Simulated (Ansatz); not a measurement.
Reaction (cleavage of the B–Si bond): `B[SiH2][GeH3]` + `CC(=O)O` → `BOC(C)=O` + `[SiH3][GeH3]`

Gas-phase electronic energies from Ansatz, PBE0-D4/def2-TZVP geometries. CCSD(T)/CBS is the MP2 limit (def2-TZVPP, def2-QZVPP) plus CCSD(T) − MP2 in def2-TZVPP, frozen cores. Functionals use def2-TZVPP. HSE06 is defined as in plane-wave codes. For Ge outer-core shells are correlated without core-valence functions, which leaves a few kJ/mol of doubt a bond. Scalar relativity is left out up to krypton. Each species was taken in one conformer, which may not be the lowest.

Task: Is it downhill or uphill in electronic energy at CCSD(T)/CBS, and by how much? (Estimate.)

Result: The calculation gave: Downhill: ΔE = -1.27 eV.

Task: What do these levels give: revPBE-D4, r2SCANh-D4, HSE06-D4, RPA@PBE/def2-TZVPP, CCSD(T)/def2-SVP, MP2/CBS(def2)? (Estimate.)

Result: The calculation gave: revPBE-D4 -1.11, r2SCANh-D4 -1.21, HSE06-D4 -1.15, RPA@PBE/def2-TZVPP -1.30, CCSD(T)/def2-SVP -1.43, MP2/CBS(def2) -1.30 eV.

Largest T1 diagnostic among the species: 0.015.

Leaving LDA and LC-ωPBE aside and taking each functional with its dispersion term where it has one, the values, not all of them listed here, spread over 0.25 eV, from CAM-B3LYP-D4 to revPBE-D4. LDA lies −0.07 eV from PBE without D4. From BLYP to BHLYP (50 % exact exchange), in def2-TZVPP and without D4, ΔE moves by −0.09 eV. In def2-TZVPP, CCSD(T) changes the Hartree–Fock value by +0.14 eV (the triples alone add +0.01 eV) and MP2 by +0.11 eV.
